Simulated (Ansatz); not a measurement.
**Te$_{2}$Mo: one input, then a changed one**

The structure comes from a relaxation in the same program, started in the CdI2 type, and has space group P-3m1. Whether it is a known phase or the ground state wasn't checked.

First run: DFT, PBE, all-electron PAW with datasets made for the crystal, scalar-relativistic (Ansatz 0.2.0).

Command: `ansatz run input.yaml --threads 1 --pin off --max-ram 3072MiB --backend cpu --events-out ev --progress --plain --runs-dir out` The run took 41 s on 1 thread of Intel(R) Xeon(R) Platinum 8488C (Sapphire Rapids) (shared host).

```yaml
crystal:
  lattice:
    - [3.509081579, 0.0, 0.0]
    - [-1.7545407895, 3.0389537914, 0.0]
    - [0.0, 0.0, 7.9013555158]
  atoms:
    - { symbol: Mo, position: [0.0, 0.0, 0.0] }
    - { symbol: Te, position: [0.3333333333, 0.6666666667, 0.235388426] }
    - { symbol: Te, position: [0.6666666667, 0.3333333333, 0.764611574] }
kpoints:
  mp_grid: { grid: [12, 12, 7] }
  band_path:
    path:
      - [0.0, 0.0, 0.0]
      - [0.5, 0.0, 0.0]
      - [0.3333333333, 0.3333333333, 0.0]
      - [0.0, 0.0, 0.0]
      - [0.0, 0.0, 0.5]
      - [0.5, 0.0, 0.5]
      - [0.3333333333, 0.3333333333, 0.5]
      - [0.0, 0.0, 0.5]
      - [0.5, 0.0, 0.5]
    npoints: 8
scf:
  occupations: { method: fermi_dirac, width: 0.05 }
hamiltonian:
  xc: pbe
  pseudopotentials: { kind: all_electron, datasets: crystal }
output:
  forces: true
  stress: true
  eigenvalues: true
  efg: { contact_densities: true }
```

Result: converged; pressure 0.02 GPa; no gap on the k mesh; 9 SCF iterations.

Spin–orbit coupling is left out, though it moves levels of the heavy atoms by tenths of an eV or more.

The input is then changed:

```diff
@@ -9,5 +9,5 @@
     - { symbol: Te, position: [0.6666666667, 0.3333333333, 0.764611574] }
 kpoints:
-  mp_grid: { grid: [12, 12, 7] }
+  mp_grid: { grid: [10, 10, 6] }
   band_path:
     path:
@@ -32,3 +32,5 @@
   eigenvalues: true
   efg: { contact_densities: true }
+basis:
+  xc_grid: 1
```

**Question.** Predict the outcome of the changed run.

**Answer.** It converged; energy at zero smearing -0.2 meV/atom from the first run; pressure 0.03 GPa; largest force 0.009 eV/Å; no gap on the k mesh; 9 SCF iterations. Some of these settings are too coarse for converged properties.

The results part of its log:

```
SCF 1 converged in 9 iterations: F = -479946.875527 eV  dr2 = 1.53e-8
  Residual-converged pass: ⟨swp⟩=3.5  Hψ=5246  notcnv=0  max |occ|·‖R‖ = 6.4e-6 eV (tolerance 6.5e-6 eV)  dr2=1.79e-8  dr2_onsite=7.42e-9  max |Δocc| = 1.6e-9
  greatest PAW one-centre occupation: 0.997 electrons in one spin orbital (limit 2), on the Te atom at site 2 (counted from 0), in its partial waves of l = 2
NSCF: frozen V_eff on 65 k-points
SCF converged after 9 iterations
Free energy (F): -479946.875527 eV
Harris-Foulkes:  -479946.875527 eV  (|F-HF|=9.66e-9)
Internal energy: -479946.866656 eV  (E = F + TS)
E sigma→0 (E₀):  -479946.871092 eV
Entropy (-TS):   -0.008871 eV (-2.957 meV/atom)
Past the cutoff: the bands carry plane waves up to 1.75 times it, of which those up to 1.5 times it add -0.000468 eV an atom, each by itself; the spheres take 0.000632 eV an atom off the energy for waves past 1.75 times it
By the cutoff:   a pressure is off by up to 0.008 GPa (1.2 times the spheres' own share and the shells' term, over an atom's volume, and 0.004 GPa: a bound that held against runs at twice the plane waves)
Past the cutoffs: a stress includes 0.0019 GPa for waves and charges beyond them, in addition to the slope of what the spheres take
In the spheres:  the bands' charges fall short by 1.5e-6 e at most (sound up to 1e-3)
Fermi energy:    13.158751 eV
--- Per-component energies (eV) ---
  The terms above E_closure are by the made datasets' own strengths, without shells solved beside the bands.
--- Forces (eV/Å), atoms counted from 1 ---
  atom   1  Mo    -0.00000000    -0.00000000     0.00000000
  atom   2  Te     0.00000000     0.00000000     0.00947962
  atom   3  Te    -0.00000000    -0.00000000    -0.00947962
  max |Σ_I F_I| component: 2.63e-31 eV/Å
--- Stress (GPa, compression-positive) ---
       -0.003579       0.000000       0.000000
        0.000000      -0.003579       0.000000
        0.000000       0.000000       0.100762
  P = ⅓ Tr σ = 0.0312 GPa (0.312 kbar)
--- PAW observables at the nuclei: V_zz in 10²¹ V/m², potentials from the cell's mean, atoms counted from 1 ---
  atom   1  Mo V_zz =    -6.838432   η = 0.0000   by run symmetry: allowed
            electrostatic potential = -6352.158905 V   contact ρ = 595295.354514 e/Å³
  atom   2  Te V_zz =   -23.806875   η = 0.0000   by run symmetry: allowed
            electrostatic potential = -8649.599911 V   contact ρ = 1468583.082266 e/Å³
  atom   3  Te V_zz =   -23.806875   η = 0.0000   by run symmetry: allowed
            electrostatic potential = -8649.599911 V   contact ρ = 1468583.082266 e/Å³
--- Band table (eV; the first three rows and the last of 72) ---
  k-point 0: bands = ["-48.2247", "-24.0952", "-24.0952", "-24.0872", "-24.0872", "-24.0279", "-24.0279", "-24.0222", "-24.0222", "-24.0040", "-24.0027", "-22.3327", "-22.2509", "-22.2509", "-0.1444", "0.7204", "7.2958", "10.6939", "10.6939", "11.0474", "11.5865", "12.3706", "12.3706", "14.5372", "14.5372", "16.6222"]
  k-point 1: bands = ["-48.2247", "-24.0952", "-24.0952", "-24.0872", "-24.0872", "-24.0279", "-24.0279", "-24.0222", "-24.0222", "-24.0040", "-24.0027", "-22.3327", "-22.2509", "-22.2509", "-0.1272", "0.6934", "7.3964", "10.6433", "10.6947", "10.6947", "11.8425", "12.3704", "12.3704", "14.5276", "14.5276", "16.6391"]
  k-point 2: bands = ["-48.2247", "-24.0952", "-24.0952", "-24.0872", "-24.0872", "-24.0279", "-24.0279", "-24.0222", "-24.0222", "-24.0039", "-24.0028", "-22.3327", "-22.2510", "-22.2510", "-0.0893", "0.6360", "7.6335", "10.0810", "10.6963", "10.6963", "12.0764", "12.3702", "12.3702", "14.5090", "14.5090", "16.6728"]
  k-point 71: bands = ["-48.2143", "-24.0965", "-24.0778", "-24.0761", "-24.0735", "-24.0414", "-24.0362", "-24.0362", "-24.0261", "-23.9929", "-23.9919", "-22.3541", "-22.3272", "-22.2659", "2.2418", "2.3067", "7.8666", "8.2871", "8.7389", "9.3915", "10.0434", "10.1316", "13.0261", "13.2299", "13.8876", "15.2283"]
```
